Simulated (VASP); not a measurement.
A run of VASP 6.6.1:

The input INCAR:

```
SYSTEM = Ga
PREC = Accurate ; ENCUT = 520
EDIFF = 1E-8 ; ISMEAR = -1
SIGMA = 0.05 ; LREAL = .False.
LASPH = .True. ; NELM = 100
ALGO = Normal ; ISIF = 2
LWAVE = .False. ; LCHARG = .False.
GGA = PE ; LEFG = .True.
NBANDS = 12
```

The input KPOINTS:

```
Automatic mesh
0
Gamma
  18 18 18
  0 0 0
```

POSCAR

```
Ga
1.0
   -1.3843987196      1.3843987196      2.3112238365
    1.3843987196     -1.3843987196      2.3112238365
    1.3843987196      1.3843987196     -2.3112238365
Ga
1
Direct
    0.0000000000      0.0000000000      0.0000000000
```

Potentials or basis: VASP PAW PBE potentials, release 64 (Ga_d).

Command:

```console
$ cat potpaw_PBE.64/Ga_d/POTCAR > POTCAR
$ mpirun -np 1 vasp_std > vasp.out
```

Hardware: 1 thread of Intel(R) Xeon(R) Platinum 8259CL CPU @ 2.50GHz (Skylake/Cascade Lake), with other jobs on the host.

Task: Estimate the wall time of this run.

Result: Run time: 76 s on 1 thread of Intel(R) Xeon(R) Platinum 8259CL CPU @ 2.50GHz (Skylake/Cascade Lake), with other jobs on the host, peak memory 0.22 GiB. Counts: scf iterations 13, k points 480.
